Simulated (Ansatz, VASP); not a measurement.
One calculation of Pd, two programs

The input INCAR:

```
  PREC = Accurate
  ENCUT = 520
  EDIFF = 1E-6
  ISMEAR = -1
  SIGMA = 0.1
  LREAL = F
  LASPH = T
  NELM = 80
  ALGO = Normal
  ISIF = 2
  LWAVE = F
  LCHARG = F
  GGA = PS
  NBANDS = 11
```

The input KPOINTS:

```
regular mesh
0
Gamma
  15 15 15
```

The input POSCAR:

```
Pd
1.0
   -1.5722810000      1.5722810000      1.5722810000
    1.5722810000     -1.5722810000      1.5722810000
    1.5722810000      1.5722810000     -1.5722810000
Pd
1
Direct
    0.0000000000      0.0000000000      0.0000000000
```

Input for Ansatz:

```yaml
crystal:
  lattice:
    - [-1.572281, 1.572281, 1.572281]
    - [1.572281, -1.572281, 1.572281]
    - [1.572281, 1.572281, -1.572281]
  atoms:
    - { symbol: Pd, position: [0.0, 0.0, 0.0] }
basis:
  ecutwfc: 520.0
kpoints:
  mp_grid:
    grid: [15, 15, 15]
hamiltonian:
  xc: pbesol
scf:
  occupations:
    method: fermi_dirac
output:
  stress: true
```

This isn't the form of Pd at room conditions, which is fcc.

Alike in both runs: task single point; functional PBEsol; k mesh 15 × 15 × 15; no spin polarisation.

|  | VASP | Ansatz |
| --- | --- | --- |
| version | VASP 6.6.1 | Ansatz 0.2.0 |
| potentials or method | VASP PAW PBE potentials, release 64 (Pd) | plane waves, PAW |
| plane-wave cutoff (eV) | 520 | 520 |
| occupations | fermi-dirac, width 0.1 eV | fermi-dirac |
| valence electrons in the cell | 10 | 18 |

```tsv
	VASP	Ansatz	Ansatz less VASP
pressure (GPa)	-10.0	-9.7	+0.25
```

The two sets of potentials don't hold the same shells in valence.

Caveats: the PAW data sets were made with another functional, which shifts forces and pressure a little (VASP).
